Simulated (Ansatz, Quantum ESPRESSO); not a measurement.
## Sn chain with one H atom in line: ballistic transmission: the same in Ansatz

Ansatz 0.2.0; plane-wave DFT, PBE, Ansatz PAW.

As a check, the same structure is run in Ansatz.

input.yaml reads:

```yaml
crystal:
  lattice:
    - [7.5, 0.0, 0.0]
    - [0.0, 7.5, 0.0]
    - [0.0, 0.0, 27.9768]
  atoms:
    - { symbol: Sn, position: [0.5, 0.5, 0.0] }
    - { symbol: Sn, position: [0.5, 0.5, 0.0982957307] }
    - { symbol: Sn, position: [0.5, 0.5, 0.1965914615] }
    - { symbol: Sn, position: [0.5, 0.5, 0.2948871922] }
    - { symbol: Sn, position: [0.5, 0.5, 0.393182923] }
    - { symbol: H, position: [0.5, 0.5, 0.4508521346] }
    - { symbol: Sn, position: [0.5, 0.5, 0.5085213463] }
    - { symbol: Sn, position: [0.5, 0.5, 0.606817077] }
    - { symbol: Sn, position: [0.5, 0.5, 0.7051128078] }
    - { symbol: Sn, position: [0.5, 0.5, 0.8034085385] }
    - { symbol: Sn, position: [0.5, 0.5, 0.9017042693] }
kpoints:
  mp_grid: { grid: [1, 1, 4] }
hamiltonian:
  xc: pbe
scf:
  occupations: { method: fermi_dirac, width: 0.1 }
  convergence: { dr2_threshold: 1.0e-08 }
output:
  transmission:
    leads: [[0, 1]]
    e_range: [-2.0, 2.0]
    de: 0.05
    kmesh: [1, 1]
    reduced_basis: true
  write_potential: true
  write_density: true
  volumetric_format: npy
```

Run with:

```
> ansatz run input.yaml --threads 2 --pin off --max-ram 4096MiB --backend cpu --events-out ev --progress --plain --runs-dir out
```

**Question.** What does this run give for the open channels against energy?

Each channel passes at most one electron wave, so a value between whole numbers means that at least one channel is partly reflected.

This step gave:

- transmission at the Fermi level, one spin: 2.824
- step of the lead's Hamiltonian over a period: 23.4 meV

Per spin. The transmission by energy, zero at the Fermi level:

| --- | --- |
| -2.00 | 0.709 |
| -1.85 | 0.748 |
| -1.70 | 0.777 |
| -1.60 | 0.793 |
| -1.45 | 0.813 |
| -1.30 | 0.829 |
| -1.15 | 0.843 |
| -1.05 | 0.851 |
| -0.90 | 0.861 |
| -0.75 | 2.49 |
| -0.60 | 2.70 |
| -0.50 | 2.73 |
| -0.35 | 2.78 |
| -0.20 | 2.81 |
| -0.05 | 2.83 |
| 0.00 | 2.82 |
| 0.05 | 2.82 |
| 0.20 | 2.80 |
| 0.35 | 2.76 |
| 0.50 | 2.72 |
| 0.60 | 2.70 |
| 0.75 | 2.66 |
| 0.90 | 2.64 |
| 1.05 | 2.62 |
| 1.15 | 2.61 |
| 1.30 | 2.60 |
| 1.45 | 2.59 |
| 1.60 | 2.58 |
| 1.70 | 2.56 |
| 1.85 | 2.53 |
| 2.00 | 2.50 |

Per spin. Open channels against energy, zero at the Fermi level:

energy (eV), open channels and a bar from the least value:
```
    -2.00       1.00 
    -1.85       1.00 
    -1.70       1.00 
    -1.60       1.00 
    -1.45       1.00 
    -1.30       1.00 
    -1.15       1.00 
    -1.05       1.00 
    -0.90       1.00 
    -0.75       3.00 ##############################
    -0.60       3.00 ##############################
    -0.50       3.00 ##############################
    -0.35       3.00 ##############################
    -0.20       3.00 ##############################
    -0.05       3.00 ##############################
     0.00       3.00 ##############################
     0.05       3.00 ##############################
     0.20       3.00 ##############################
     0.35       3.00 ##############################
     0.50       3.00 ##############################
     0.60       3.00 ##############################
     0.75       3.00 ##############################
     0.90       3.00 ##############################
     1.05       3.00 ##############################
     1.15       3.00 ##############################
     1.30       3.00 ##############################
     1.45       3.00 ##############################
     1.60       3.00 ##############################
     1.70       3.00 ##############################
     1.85       3.00 ##############################
     2.00       3.00 ##############################
```

[Logs are printed without paths, hosts, clocks, repeated set-up lines and the standing remarks that a program may print on its own settings, such as how far it seeks lower states.]

[Hosts, paths, dates, database ids (printed as entryN), source tags and the programs' standing remarks are cut or masked in the printed files.]

[Maps of the electrostatic potential energy from Ansatz leave out the sawtooth potential of an applied field or a dipole correction, so their vacuum need not be flat; planar profiles and work functions include it.]
